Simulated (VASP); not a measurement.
The system is Hf.

```
Hf
1.0
     0.00000    2.22000    2.22000
     2.22000    0.00000    2.22000
     2.22000    2.22000    0.00000
Hf
1
Direct
  0.00000 0.00000 0.00000
```

This isn't the form of Hf at room conditions, which is hcp.

| Property | Result |
| --- | --- |
| Program | VASP 6.6.1 |
| Task | relaxation of cell and atoms |
| Functional | r2SCAN |
| Potentials or basis | VASP PAW PBE potentials, release 64 (Hf_pv) |
| Cutoff | 600 eV |
| k mesh | 10 × 10 × 10 |
| Occupations | methfessel-paxton, width 0.1 eV |
| Spin | no spin polarisation |

At the start: pressure 1.8 GPa; volume 21.88 Å³/atom.

How do energy, volume and symmetry change on relaxing?

Over 3 steps the energy falls by 2.3 meV/atom and the volume is 22.30 Å³/atom (+1.9 %); space group Fm-3m (No. 225, to 0.05 Å).

Step by step:
```
step  energy change (eV)  largest force (eV/Å)  pressure (GPa)  volume (Å³)
   1              0.0000                0.0000            1.82        21.88
   2             -0.0005                0.0000           -1.51        22.68
   3             -0.0023                0.0000           -0.01        22.30
```

Final structure:
```xyz
1
Lattice="0.0000 2.2341 2.2341 2.2341 0.0000 2.2341 2.2341 2.2341 0.0000" Properties=species:S:1:pos:R:3 pbc="T T T"
Hf    0.0000    0.0000    0.0000
```

Caveat: the PAW data sets were made with another functional, which shifts forces and pressure a little.
